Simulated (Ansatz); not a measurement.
# Cobalt, hcp under r²SCAN: convergence with the Methfessel-Paxton smearing

Aim: find which Methfessel-Paxton smearing width is enough for energy and pressure. The geometry was relaxed under r²SCAN beforehand and stays fixed; 7 values are run, from 0.01 to 1.0 eV. Wanted are the values from which on the energy stays within 10 and 1 meV/atom, and the pressure within 0.5 GPa, of the narrowest run. Within the series other settings stay, but some runs also write fields, which adds to their time. Spin polarisation is left out.

Method: DFT r²SCAN, plane waves with PAW, scalar-relativistic, in Ansatz 0.2.0.

### Step 1. The starting structure

The structure is hexagonal, space group P6_3/mmc (No. 194). Conventional cell: a = 2.427 Å, b = 2.427 Å, c = 3.913 Å, α = 90.00°, β = 90.00°, γ = 120.00°. Co (site symmetry -6m2) is surrounded by 12 Co at 2.41 to 2.43 Å.

Structure file:

```xyz
2
Lattice="2.4271 0.0000 0.0000 -1.2136 2.1020 0.0000 0.0000 0.0000 3.9126" Properties=species:S:1:pos:R:3 pbc="T T T"
Co    0.0000    1.4013    0.9782
Co    1.2136    0.7007    2.9345
```

### Step 2. Run at 0.01 eV

The run at 0.01 eV.

Input file input.yaml:

```yaml
crystal:
  lattice:
    - [2.4271453599, 0.0, 0.0]
    - [-1.2135726799, 2.1019695403, 0.0]
    - [0.0, 0.0, 3.912646842]
  atoms:
    - { symbol: Co, position: [0.3333333333, 0.6666666667, 0.25] }
    - { symbol: Co, position: [0.6666666667, 0.3333333333, 0.75] }
hamiltonian:
  xc: r2scan
  pseudopotentials:
    kind: paw
    azcp:
      Co: "pseudopotentials/Co.paw.azcp"
basis:
  ecutwfc: 500
  fft_grid_basis: typed
kpoints:
  mp_grid: { grid: [15, 15, 8], shift: [0, 0, 0] }
magnetization:
  spin_polarized: false
scf:
  occupations: { method: methfessel_paxton, width: 0.01 }
  lower_state_search: "off"
output:
  stress: true
```

Command:

```console
> ansatz run input.yaml --threads 2 --pin off --max-ram 5120MiB --backend cpu --events-out ev --progress --plain --runs-dir out
```

Log, shortened:

```text
Warning: RAYON_NUM_THREADS=2 ignored (pool sized by the plan → 2); use --threads N
[...]
Pseudopotentials: kind: paw
Pseudopotential: Co, paw, valence charge 17, recommended cutoff 500 eV (meta_gga), <dir>
Functional definition: r2SCAN
[...]
Crystal: 2 atoms, lattice volume = 19.961 Å³
Basis set: ecut = 500 eV, 537 PW (Γ), exchange–correlation on 72×72×120 points (64 copies of the dense FFT grid, shifted against one another)
Bands: 21, of which v1, the nominal top of the filled ones, is band 17 counted from 1 (16 counted from 0)
Symmetry: 24 space group operations
Space group: P63/mmc (ITA 194), of the structure as read, at distance tolerance 2.7e-5 Å
k-points: 135 of 1800
[...]
SCF iter   1: F=—  HF=-10261.943456 eV  |F-HF|=—  |Δ(HF+E_count)|=         —  Δρ=7.95e-3  dr2=2.99e-3  dr2_τ=5.37e-2  ethr=1.77e-3  ⟨swp⟩=5.0  Hψ=11218  notcnv=0
[...]
SCF iter   7: F=-10262.044121 eV  HF=-10262.044121 eV  |F-HF|=2.18e-8  |Δ(HF+E_count)|=   8.00e-7  S|Δr|=    0.00e0  Δρ=2.23e-5  dr2=5.16e-8  dr2_τ=6.26e-10  ethr=2.94e-10  ⟨swp⟩=4.0  Hψ=13415  notcnv=0
[...]
SCF converged after 7 iterations
Stability not checked: this state was not tested for a lower state beside it, because cold or Methfessel-Paxton smearing, or corrected tetrahedra, fill the levels in a way that the test cannot read (fill_not_monotonic; see scf.lower_state_search)
Free energy (F): -10262.044121 eV
[...]
E sigma→0 (E₀):  -10262.044120 eV
Entropy (-TS):   -0.000005 eV (-0.002 meV/atom)
Fermi energy:    20.434337 eV
Step filling:    the computed levels leave a gap of 0.0002 eV = 0.0 smearing widths at the electron count; against every level under it full and every level over it empty, smearing changes F+E_penalty+E_count by -0.011 meV and its σ→0 estimate by -0.010 meV
[...]
--- Stress (GPa, compression-positive) ---
       -0.952395       0.000000       0.000000
        0.000000      -0.952395       0.000000
        0.000000       0.000000      -1.245532
  P = ⅓ Tr σ = -1.0501 GPa (-10.501 kbar)
```

Wall time 2.2 s (2 threads of AMD EPYC 9R14 (Zen 4), shared host); peak memory 0.44 GiB.

### Step 3. Run at 0.03 eV

The run at 0.03 eV.

Changes to input.yaml since step 2:

```diff
@@ -22,3 +22,3 @@
 scf:
-  occupations: { method: methfessel_paxton, width: 0.01 }
+  occupations: { method: methfessel_paxton, width: 0.03 }
   lower_state_search: "off"
```

Command:

```console
> ansatz run input.yaml --threads 2 --pin off --max-ram 5120MiB --backend cpu --events-out ev --progress --plain --runs-dir out
```

Log, shortened:

```text
Warning: RAYON_NUM_THREADS=2 ignored (pool sized by the plan → 2); use --threads N
[...]
[... 3 set-up lines as earlier in the session ...]
[...]
Crystal: 2 atoms, lattice volume = 19.961 Å³
Basis set: ecut = 500 eV, 537 PW (Γ), exchange–correlation on 72×72×120 points (64 copies of the dense FFT grid, shifted against one another)
Bands: 21, of which v1, the nominal top of the filled ones, is band 17 counted from 1 (16 counted from 0)
[... 2 set-up lines as earlier in the session ...]
k-points: 135 of 1800
[...]
SCF iter   1: F=—  HF=-10261.943393 eV  |F-HF|=—  |Δ(HF+E_count)|=         —  Δρ=8.02e-3  dr2=3.04e-3  dr2_τ=5.37e-2  ethr=1.77e-3  ⟨swp⟩=5.1  Hψ=11107  notcnv=0
[...]
SCF iter   7: F=-10262.044092 eV  HF=-10262.044092 eV  |F-HF|=2.24e-8  |Δ(HF+E_count)|=   3.81e-7  S|Δr|=    0.00e0  Δρ=1.71e-5  dr2=2.78e-8  dr2_τ=5.01e-10  ethr=2.94e-10  ⟨swp⟩=3.9  Hψ=12853  notcnv=0
[...]
SCF converged after 7 iterations
Stability not checked: this state was not tested for a lower state beside it, because cold or Methfessel-Paxton smearing, or corrected tetrahedra, fill the levels in a way that the test cannot read (fill_not_monotonic; see scf.lower_state_search)
Free energy (F): -10262.044092 eV
[...]
E sigma→0 (E₀):  -10262.044105 eV
Entropy (-TS):   0.000049 eV (0.024 meV/atom)
Fermi energy:    20.434689 eV
Step filling:    the computed levels leave a gap of 0.0002 eV = 0.0 smearing widths at the electron count; against every level under it full and every level over it empty, smearing changes F+E_penalty+E_count by +0.018 meV and its σ→0 estimate by +6.11e-3 meV
[...]
--- Stress (GPa, compression-positive) ---
       -0.966330       0.000000       0.000000
        0.000000      -0.966330       0.000000
        0.000000       0.000000      -1.232768
  P = ⅓ Tr σ = -1.0551 GPa (-10.551 kbar)
```

Run time: 2 s. Hardware: 2 threads of AMD EPYC 9R14 (Zen 4), shared host; peak memory 0.43 GiB.

### Step 4. Run at 0.1 eV

The run at 0.1 eV.

Changes to input.yaml since step 3:

```diff
@@ -22,3 +22,3 @@
 scf:
-  occupations: { method: methfessel_paxton, width: 0.03 }
+  occupations: { method: methfessel_paxton, width: 0.1 }
   lower_state_search: "off"
```

Command:

```console
> ansatz run input.yaml --threads 2 --pin off --max-ram 5120MiB --backend cpu --events-out ev --progress --plain --runs-dir out
```

Log, shortened:

```text
Warning: RAYON_NUM_THREADS=2 ignored (pool sized by the plan → 2); use --threads N
[...]
[... 3 set-up lines as earlier in the session ...]
[...]
Crystal: 2 atoms, lattice volume = 19.961 Å³
Basis set: ecut = 500 eV, 537 PW (Γ), exchange–correlation on 72×72×120 points (64 copies of the dense FFT grid, shifted against one another)
Bands: 21, of which v1, the nominal top of the filled ones, is band 17 counted from 1 (16 counted from 0)
[... 2 set-up lines as earlier in the session ...]
k-points: 135 of 1800
[...]
SCF iter   1: F=—  HF=-10261.943411 eV  |F-HF|=—  |Δ(HF+E_count)|=         —  Δρ=7.77e-3  dr2=2.84e-3  dr2_τ=5.37e-2  ethr=1.77e-3  ⟨swp⟩=4.5  Hψ=10526  notcnv=0
[...]
SCF iter   7: F=-10262.044279 eV  HF=-10262.044279 eV  |F-HF|=4.64e-8  |Δ(HF+E_count)|=   2.43e-6  S|Δr|=    0.00e0  Δρ=2.68e-5  dr2=6.31e-8  dr2_τ=1.89e-9  ethr=2.94e-10  ⟨swp⟩=3.9  Hψ=14180  notcnv=0
[...]
SCF converged after 7 iterations
Stability not checked: this state was not tested for a lower state beside it, because cold or Methfessel-Paxton smearing, or corrected tetrahedra, fill the levels in a way that the test cannot read (fill_not_monotonic; see scf.lower_state_search)
Free energy (F): -10262.044279 eV
[...]
E sigma→0 (E₀):  -10262.044066 eV
Entropy (-TS):   -0.000853 eV (-0.427 meV/atom)
Fermi energy:    20.440132 eV
Step filling:    the computed levels leave a gap of 0.0015 eV = 0.0 smearing widths at the electron count; against every level under it full and every level over it empty, smearing changes F+E_penalty+E_count by -0.116 meV and its σ→0 estimate by +0.098 meV
[...]
--- Stress (GPa, compression-positive) ---
       -1.057328       0.000000       0.000000
        0.000000      -1.057328       0.000000
        0.000000       0.000000      -1.020934
  P = ⅓ Tr σ = -1.0452 GPa (-10.452 kbar)
```

It took 2.1 s on 2 threads of AMD EPYC 9R14 (Zen 4), shared host; peak memory 0.43 GiB.

### Step 5. Run at 0.2 eV

The run at 0.2 eV.

Changes to input.yaml since step 4:

```diff
@@ -22,3 +22,3 @@
 scf:
-  occupations: { method: methfessel_paxton, width: 0.1 }
+  occupations: { method: methfessel_paxton, width: 0.2 }
   lower_state_search: "off"
@@ -26 +26,5 @@
   stress: true
+  write_density: true
+  write_potential: true
+  elf: true
+  volumetric_format: npy
```

Command:

```console
> ansatz run input.yaml --threads 2 --pin off --max-ram 5120MiB --backend cpu --events-out ev --progress --plain --runs-dir out
```

Log, shortened:

```text
Warning: RAYON_NUM_THREADS=2 ignored (pool sized by the plan → 2); use --threads N
[...]
[... 3 set-up lines as earlier in the session ...]
[...]
Crystal: 2 atoms, lattice volume = 19.961 Å³
Basis set: ecut = 500 eV, 537 PW (Γ), exchange–correlation on 72×72×120 points (64 copies of the dense FFT grid, shifted against one another)
Bands: 21, of which v1, the nominal top of the filled ones, is band 17 counted from 1 (16 counted from 0)
[... 2 set-up lines as earlier in the session ...]
k-points: 135 of 1800
[...]
SCF iter   1: F=—  HF=-10261.943340 eV  |F-HF|=—  |Δ(HF+E_count)|=         —  Δρ=7.51e-3  dr2=2.69e-3  dr2_τ=5.38e-2  ethr=1.77e-3  ⟨swp⟩=4.6  Hψ=10362  notcnv=0
[...]
SCF converged after 7 iterations
Stability not checked: this state was not tested for a lower state beside it, because cold or Methfessel-Paxton smearing, or corrected tetrahedra, fill the levels in a way that the test cannot read (fill_not_monotonic; see scf.lower_state_search)
Free energy (F): -10262.044076 eV
[...]
E sigma→0 (E₀):  -10262.044583 eV
Entropy (-TS):   0.002026 eV (1.013 meV/atom)
Fermi energy:    20.437236 eV
Step filling:    the computed levels leave a gap of 0.0046 eV = 0.0 smearing widths at the electron count; against every level under it full and every level over it empty, smearing changes F+E_penalty+E_count by +0.120 meV and its σ→0 estimate by -0.387 meV
[...]
--- Stress (GPa, compression-positive) ---
       -1.192126       0.000000       0.000000
        0.000000      -1.192126       0.000000
        0.000000       0.000000      -0.844101
  P = ⅓ Tr σ = -1.0761 GPa (-10.761 kbar)
--- Band table (eV; the first three rows and the last of 135) ---
[... band rows left out ...]
[...]
```

It took 2.8 s on 2 threads of AMD EPYC 9R14 (Zen 4), shared host; peak memory 0.44 GiB.

### Step 6. Run at 0.3 eV

The run at 0.3 eV.

Changes to input.yaml since step 5:

```diff
@@ -22,3 +22,3 @@
 scf:
-  occupations: { method: methfessel_paxton, width: 0.2 }
+  occupations: { method: methfessel_paxton, width: 0.3 }
   lower_state_search: "off"
@@ -26,5 +26 @@
   stress: true
-  write_density: true
-  write_potential: true
-  elf: true
-  volumetric_format: npy
```

Command:

```console
> ansatz run input.yaml --threads 2 --pin off --max-ram 5120MiB --backend cpu --events-out ev --progress --plain --runs-dir out
```

Log, shortened:

```text
Warning: RAYON_NUM_THREADS=2 ignored (pool sized by the plan → 2); use --threads N
[...]
[... 3 set-up lines as earlier in the session ...]
[...]
Crystal: 2 atoms, lattice volume = 19.961 Å³
Basis set: ecut = 500 eV, 537 PW (Γ), exchange–correlation on 72×72×120 points (64 copies of the dense FFT grid, shifted against one another)
Bands: 21, of which v1, the nominal top of the filled ones, is band 17 counted from 1 (16 counted from 0)
[... 2 set-up lines as earlier in the session ...]
k-points: 135 of 1800
[...]
SCF iter   1: F=—  HF=-10261.944592 eV  |F-HF|=—  |Δ(HF+E_count)|=         —  Δρ=7.42e-3  dr2=2.75e-3  dr2_τ=5.38e-2  ethr=1.77e-3  ⟨swp⟩=4.7  Hψ=10263  notcnv=0
[...]
SCF iter   7: F=-10262.045242 eV  HF=-10262.045242 eV  |F-HF|=3.24e-8  |Δ(HF+E_count)|=   5.40e-7  S|Δr|=    0.00e0  Δρ=2.39e-5  dr2=4.23e-8  dr2_τ=8.45e-9  ethr=2.94e-10  ⟨swp⟩=3.9  Hψ=13281  notcnv=0
[...]
SCF converged after 7 iterations
Stability not checked: this state was not tested for a lower state beside it, because cold or Methfessel-Paxton smearing, or corrected tetrahedra, fill the levels in a way that the test cannot read (fill_not_monotonic; see scf.lower_state_search)
Free energy (F): -10262.045242 eV
[...]
E sigma→0 (E₀):  -10262.041935 eV
Entropy (-TS):   -0.013229 eV (-6.614 meV/atom)
Fermi energy:    20.429101 eV
Step filling:    the computed levels leave a gap of 0.0084 eV = 0.0 smearing widths at the electron count; against every level under it full and every level over it empty, smearing changes F+E_penalty+E_count by -1.090 meV and its σ→0 estimate by +2.217 meV
[...]
--- Stress (GPa, compression-positive) ---
       -1.042432       0.000000       0.000000
        0.000000      -1.042432       0.000000
        0.000000       0.000000      -0.623644
  P = ⅓ Tr σ = -0.9028 GPa (-9.028 kbar)
```

Run time: 2.3 s. Hardware: 2 threads of AMD EPYC 9R14 (Zen 4), shared host; peak memory 0.43 GiB.

### Step 7. Run at 0.6 eV

The run at 0.6 eV.

Changes to input.yaml since step 6:

```diff
@@ -22,3 +22,3 @@
 scf:
-  occupations: { method: methfessel_paxton, width: 0.3 }
+  occupations: { method: methfessel_paxton, width: 0.6 }
   lower_state_search: "off"
```

Command:

```console
> ansatz run input.yaml --threads 2 --pin off --max-ram 5120MiB --backend cpu --events-out ev --progress --plain --runs-dir out
```

Log, shortened:

```text
Warning: RAYON_NUM_THREADS=2 ignored (pool sized by the plan → 2); use --threads N
[...]
[... 3 set-up lines as earlier in the session ...]
[...]
Crystal: 2 atoms, lattice volume = 19.961 Å³
Basis set: ecut = 500 eV, 537 PW (Γ), exchange–correlation on 72×72×120 points (64 copies of the dense FFT grid, shifted against one another)
Bands: 21, of which v1, the nominal top of the filled ones, is band 17 counted from 1 (16 counted from 0)
[... 2 set-up lines as earlier in the session ...]
k-points: 135 of 1800
[...]
SCF iter   1: F=—  HF=-10261.988608 eV  |F-HF|=—  |Δ(HF+E_count)|=         —  Δρ=8.41e-3  dr2=4.04e-3  dr2_τ=5.37e-2  ethr=1.77e-3  ⟨swp⟩=4.2  Hψ=10013  notcnv=0
[...]
SCF iter  10: F=-10262.089567 eV  HF=-10262.089567 eV  |F-HF|=2.31e-9  |Δ(HF+E_count)|=   2.07e-8  S|Δr|=    0.00e0  Δρ=5.15e-6  dr2=3.37e-9  dr2_τ=1.35e-10  ethr=2.94e-10  ⟨swp⟩=4.2  Hψ=10018  notcnv=0
[...]
SCF converged after 10 iterations
Stability not checked: this state was not tested for a lower state beside it, because cold or Methfessel-Paxton smearing, or corrected tetrahedra, fill the levels in a way that the test cannot read (fill_not_monotonic; see scf.lower_state_search)
Free energy (F): -10262.089567 eV
[...]
E sigma→0 (E₀):  -10262.055104 eV
Entropy (-TS):   -0.137853 eV (-68.926 meV/atom)
Fermi energy:    20.396598 eV
Step filling:    the computed levels leave a gap of 0.0059 eV = 0.0 smearing widths at the electron count; against every level under it full and every level over it empty, smearing changes F+E_penalty+E_count by -45.411 meV and its σ→0 estimate by -10.947 meV
[...]
--- Stress (GPa, compression-positive) ---
        0.304275      -0.000000       0.000000
        0.000000       0.304275       0.000000
        0.000000       0.000000      -0.273940
  P = ⅓ Tr σ = 0.1115 GPa (1.115 kbar)
```

It took 2.5 s on 2 threads of AMD EPYC 9R14 (Zen 4), shared host; peak memory 0.43 GiB.

### Step 8. Run at 1.0 eV

The run at 1.0 eV.

Changes to input.yaml since step 7:

```diff
@@ -22,3 +22,3 @@
 scf:
-  occupations: { method: methfessel_paxton, width: 0.6 }
+  occupations: { method: methfessel_paxton, width: 1.0 }
   lower_state_search: "off"
```

Command:

```console
> ansatz run input.yaml --threads 2 --pin off --max-ram 5120MiB --backend cpu --events-out ev --progress --plain --runs-dir out
```

Log, shortened:

```text
Warning: RAYON_NUM_THREADS=2 ignored (pool sized by the plan → 2); use --threads N
band count auto-derived: 22 (N_el = 34.0; filled up to band 17; 21 by the electrons, moments and atoms)
[...]
[... 3 set-up lines as earlier in the session ...]
[...]
Crystal: 2 atoms, lattice volume = 19.961 Å³
Basis set: ecut = 500 eV, 537 PW (Γ), exchange–correlation on 72×72×120 points (64 copies of the dense FFT grid, shifted against one another)
Bands: 22, of which v1, the nominal top of the filled ones, is band 17 counted from 1 (16 counted from 0)
[... 2 set-up lines as earlier in the session ...]
k-points: 135 of 1800
[...]
SCF iter  10: F=-10262.196681 eV  HF=-10262.196681 eV  |F-HF|=2.04e-9  |Δ(HF+E_count)|=   2.79e-8  S|Δr|=    0.00e0  Δρ=5.07e-6  dr2=3.25e-9  dr2_τ=1.39e-10  ethr=2.94e-10  ⟨swp⟩=4.2  Hψ=10369  notcnv=0
[...]
SCF converged after 10 iterations
Stability not checked: this state was not tested for a lower state beside it, because cold or Methfessel-Paxton smearing, or corrected tetrahedra, fill the levels in a way that the test cannot read (fill_not_monotonic; see scf.lower_state_search)
Free energy (F): -10262.196681 eV
[...]
E sigma→0 (E₀):  -10262.127373 eV
Entropy (-TS):   -0.277230 eV (-138.615 meV/atom)
Fermi energy:    20.353008 eV
Step filling:    the computed levels leave a gap of 0.0063 eV = 0.0 smearing widths at the electron count; against every level under it full and every level over it empty, smearing changes F+E_penalty+E_count by -152.404 meV and its σ→0 estimate by -83.097 meV
[...]
--- Stress (GPa, compression-positive) ---
        1.079808       0.000000       0.000000
        0.000000       1.079808       0.000000
        0.000000       0.000000      -0.273607
  P = ⅓ Tr σ = 0.6287 GPa (6.287 kbar)
```

Run time: 2.4 s. Hardware: 2 threads of AMD EPYC 9R14 (Zen 4), shared host; peak memory 0.43 GiB.

### Step 9. All values side by side

Differences are taken from the run at 0.01 eV.

```csv
smearing (eV),F (meV/atom),E(σ → 0) (meV/atom),P (GPa),SCF cycles,CPU time
0.01,0.00,0.00,-1.05,7,4 s
0.03,0.01,0.01,-1.06,7,3.6 s
0.1,-0.08,0.03,-1.05,7,3.8 s
0.2,0.02,-0.23,-1.08,7,4.9 s
0.3,-0.56,1.09,-0.90,7,4 s
0.6,-22.72,-5.49,0.11,10,4.6 s
1.0,-76.28,-41.63,0.63,10,4.3 s
```

### Step 10. Results

| quantity | value |
| --- | --- |
| E(σ → 0) stays within 10 meV/atom of 0.01 eV | up to 0.6 eV |
| E(σ → 0) stays within 1 meV/atom | up to 0.2 eV |
| pressure stays within 0.5 GPa | up to 0.3 eV |
| pressure at 0.01 eV | -1.05 GPa |
| energy of a separate run on a finer mesh (24×24×13) | -0.1 meV/atom from 0.01 eV |

What this shows: At 1.0 eV the energy differs by -41.6 meV/atom and the pressure by +1.7 GPa. Over the range F shifts by -76.3 meV/atom, while E(σ → 0) shifts by -41.6. This scheme cancels the term in the square of the width, so F moves little up to 0.2 eV. The mesh (15×15×8) is fixed, so the narrowest widths carry a k-point error of their own. A run on a finer mesh agrees with the yardstick to 1 meV/atom. The cell taken over is 10 % smaller than the measured one (11.07 Å³/atom, COD), which weighs on all values here.

Real Co is ferromagnetic; without spin these runs don't describe its ground state.
